The pressure of a crystal is the slope of its energy against volume with the sign reversed: it is positive when the crystal would lower its energy by expanding. Here each program obtained it from the stress on one and the same Bi₂Te₃ cell, as the average over the three directions. Neither the cell nor the atoms were allowed to relax. The functional and the mesh are shared, so the differences between rows come from the way each program represents the electrons.

Kohn-Sham DFT with PBE for one unrelaxed Bi₂Te₃ cell (R-3m, 5 atoms), without spin polarisation, spin-orbit coupling or dispersion correction. All runs use a 7×7×7 k mesh and Fermi-Dirac smearing of 0.05 eV. Basis is the plane-wave cutoff or, for LAPW, the target error; pressure is positive in compression and omits the Pulay correction for Ansatz PAW.

```
         program                              potentials                      basis  pressure (GPa)  largest force (eV/Å)  pressure less the median of the rows (GPa)
            GPAW    GPAW PAW data sets (gpaw data 1.2.1)                     600 eV           1.700                 0.046                                      -0.190
Quantum ESPRESSO                 SSSP 1.3 efficiency PBE                     748 eV           1.760                 0.022                                      -0.130
          Ansatz                              Ansatz PAW                     420 eV           1.880                 0.042                                      -0.010
            VASP    VASP PAW PBE potentials, recommended                     520 eV           1.890                 0.029                                       0.000
     Ansatz LAPW  all electron LAPW, scalar relativistic  0.001 eV/atom basis error           1.920                 0.041                                       0.030
          SIRIUS              dojo sr pbe 0.4.1 standard                    1102 eV           1.960                 0.021                                       0.070
```

All six pressures are positive, and most of their size is common to all programs. The volume is close to the measured one, and PBE without dispersion is known to prefer a larger volume for this layered crystal, so it pushes outwards. Spin-orbit coupling, which is strong in bismuth, is left out of every row as well. The agreement of the programs on roughly 1.9 GPa is therefore agreement on what this approximation gives, not on the behaviour of real Bi₂Te₃.

On top of this common part lies a spread of 0.26 GPa, about 14 % of the median. GPAW and Quantum ESPRESSO stand clearly below the rest, while the other four rows lie within 0.08 GPa of one another. With a bulk modulus of a few tens of GPa, the full spread would shift a predicted volume by roughly half a per cent to one per cent. The energies behind it are tiny: over a volume change of one per cent, a pressure difference of this size amounts to only about 0.5 meV per atom. Pressure is a severe test because an error too small to notice in the energy itself can still tilt the energy curve.

Three causes compete for the two low rows: a shell of electrons that was frozen, a plane-wave basis that is not yet complete, and the potentials that stand in for the atomic cores. The all-electron LAPW run serves as the reference, since it includes every electron and uses no pseudopotential. It has a small basis error of its own, so offsets of a few hundredths of a GPa from it should not be ranked.

The frozen shell is the tempting answer. GPAW, Quantum ESPRESSO and VASP treat 48 electrons and keep the filled 4d shell of tellurium in the core; the other three programs let that shell respond to the crystal. The average pressure is 1.78 GPa in the first group and 1.92 GPa in the second, and the groups barely overlap. A frozen shell keeps the shape it had in the free atom, so it is reasonable to suspect that it alters the response to compression.

VASP spoils this explanation. It freezes the same shell, yet it lies only 0.03 GPa from the all-electron result and 0.13 GPa above Quantum ESPRESSO. Within the group of 48 electrons the pressures spread over 0.19 GPa, which is more than the difference between the two group averages. Freezing the tellurium 4d shell therefore does not by itself produce a low pressure, although it may still matter within a particular potential.

A simple model makes the same point. It gives all six rows one common pressure and adds one shift for those with the frozen shell. When each row in turn is predicted from the other five, the typical error is 0.09 GPa, against 0.11 GPa for a plain average. Knowing whether the shell is frozen thus hardly helps to predict the pressure of another program. The printed analysis after this section holds this fit and the comparisons used below.

The second candidate works through the volume itself. Plane waves fill the cell like standing waves in a box, and the shortest wave sets the finest detail that they can describe. If the box expands while the number of waves stays the same, every wave is stretched and the description becomes coarser. The energy is then a little too high in the larger cell, so expansion looks less favourable than it is and the computed pressure comes out too low. This is the Pulay error of the stress.

Its size follows from one scaling law. The cutoff E_c is the kinetic energy of the shortest wave and varies as the inverse square of a length, hence as V^(−2/3), where V is the volume per atom. With E the energy per atom, the chain rule gives

P(fixed set of waves) = P(fixed cutoff) + (2 / 3V) · dE/d ln E_c

Raising the cutoff lowers the energy, so the last term is negative. What counts is how fast the total energy still falls with the cutoff, not how large the cutoff is. A number in eV that suffices for one potential may be too low for another, so the cutoffs in the table need not sort the pressures.

The Ansatz PAW row shows the effect at work. Its pressure in the table is taken without the Pulay correction and lies 0.043 GPa below the LAPW value. The correction that the program computed for this run is 0.028 GPa, and adding it leaves a difference of only 0.015 GPa. In this row, then, the incomplete basis can account for most of a small shortfall, although the reference is itself uncertain at this level.

For GPAW the formula can be turned round to ask what an incomplete basis would require. The shortfall against LAPW is 0.22 GPa. Dividing by 160.2 GPa per eV/Å³ and multiplying by the volume of 33.87 Å³ per atom gives 0.047 eV, and the factor 3/2 from the formula turns this into

−dE/d ln E_c ≈ 0.070 eV per atom

This is about eight times the value behind the Ansatz correction. The shortfall itself went into the estimate, so the result is a requirement to be tested and not a success of the model. The test is simple: with a cutoff 10 % higher and the same potentials, the GPAW energy should fall by about 7 meV per atom, or somewhat less because the energy curve flattens as the cutoff rises. A far smaller fall would speak against the basis as the main cause.

The forces give a further hint. Quantum ESPRESSO and SIRIUS agree in their largest force to 0.001 eV/Å, yet their pressures differ by 0.20 GPa. GPAW is close to LAPW in its largest force and farthest from it in pressure. An incomplete plane-wave basis could do this, because the waves do not move with the atoms: shifting an atom leaves the basis unchanged, while changing the volume does not. An error of the potentials could also act mainly on the volume, however. Moreover, the largest forces of Quantum ESPRESSO and SIRIUS are only about half the LAPW value, which the stretching of the waves cannot explain. The forces therefore do not decide between the two causes.

Direction tells more, at least for one of the two low rows. The stretching of the waves acts almost equally along all axes, and the Ansatz correction is indeed nearly the same in the plane of the layers and across them. The Quantum ESPRESSO stress does not follow this pattern: it lies 0.14 GPa below LAPW in the plane but 0.19 GPa below it across the layers. An incomplete basis could explain the part common to both directions, but the uneven part needs another source. The potentials are the likely one. SIRIUS, the other row with pseudopotentials instead of PAW data sets, also shows a larger difference between the two directions than LAPW does, whereas the PAW rows stay close to LAPW in this respect.

For GPAW the offset is nearly even, 0.22 GPa in the plane and 0.23 GPa across the layers. That is what an incomplete basis would give, but an error of the potentials can be even as well, so evenness alone does not identify the cause. GPAW also warned that the sharp angles of this cell might spoil its results and asked for a more compact choice of cell. Whether that affects the pressure has not been tested. A run in the compact cell and one at a higher cutoff would test these two suspicions. If neither moved the pressure, the GPAW data sets themselves would be the remaining suspect.

The same reasoning carries over to other crystals. In silicon both the frozen shells and the basis should matter little: the frozen shells lie far below the valence electrons, and the smooth valence density needs only a modest cutoff. Bi₂Te₃ is harder: the compact 5d shell of bismuth is treated explicitly in every row, and such shells make the total energy converge slowly. How slowly depends on the potential, so the pressure deserves its own test of the cutoff in such crystals, even when forces already look settled.

For practical work, agreement in forces is no warrant for a pressure or for a lattice constant derived from it. A safer route is to compute the energy at several volumes with the same cutoff and take the slope, which avoids most of the error described here. If the slope agrees with the pressure from the stress, the basis is good enough. If the two agree and the result still differs from the all-electron one, the potentials come under suspicion.

Output of the analysis:

```
Offsets from all-electron LAPW in GPa:
               row  electrons  pressure  stress in plane  stress along c  in plane less along c
              GPAW         48     -0.22          -0.2207         -0.2314                 0.2062
  Quantum ESPRESSO         48     -0.16          -0.1392         -0.1947                  0.251
            Ansatz         78     -0.04         -0.04308        -0.04396                 0.1964
              VASP         48     -0.03         -0.03346        -0.03197                  0.194
       Ansatz LAPW        146         0                0               0                 0.1955
            SIRIUS         78      0.04          0.05798         0.01681                 0.2367
Spread of the six pressures, GPa: 0.26
Spread as share of the median pressure, percent: 13.79
Energy difference behind the spread for 1 percent of volume, meV/atom: 0.5496
Mean pressure with Te 4d frozen (48 electrons), GPa: 1.783
Mean pressure of the other three rows, GPa: 1.92
Spread within the 48-electron rows, GPa: 0.19
Spread within the other three rows, GPa: 0.08
VASP less Quantum ESPRESSO with the same electrons, GPa: 0.13
fit of result_pressure on 6 rows: constant 1.92 +/- 0.043, coefficient of frozen -0.1367 +/- 0.061; rms 0.0606, worst VASP -0.107, leave-one-out rms 0.091
Leave-one-out rms of a plain mean for comparison, GPa: 0.1096
Rank correlation of cutoff and pressure in the five rows without LAPW: 0.2
Ansatz less LAPW before its Pulay correction, GPa: -0.04337
Ansatz less LAPW after its Pulay correction, GPa: -0.01539
Energy fall per unit of ln(cutoff) behind the Ansatz correction, meV/atom: 8.872
Energy fall per unit of ln(cutoff) needed for the whole GPAW offset, meV/atom: 69.76
Energy fall per unit of ln(cutoff) needed for the whole Quantum ESPRESSO offset, meV/atom: 50.74
Energy fall then expected in GPAW for a 10 percent higher cutoff, meV/atom: 6.649
Energy fall then expected in Quantum ESPRESSO for a 10 percent higher cutoff, meV/atom: 4.836
SIRIUS less Quantum ESPRESSO in pressure, GPa: 0.2
SIRIUS less Quantum ESPRESSO in largest force, eV/angstrom: -0.001
GPAW less LAPW in largest force, eV/angstrom: 0.005
```
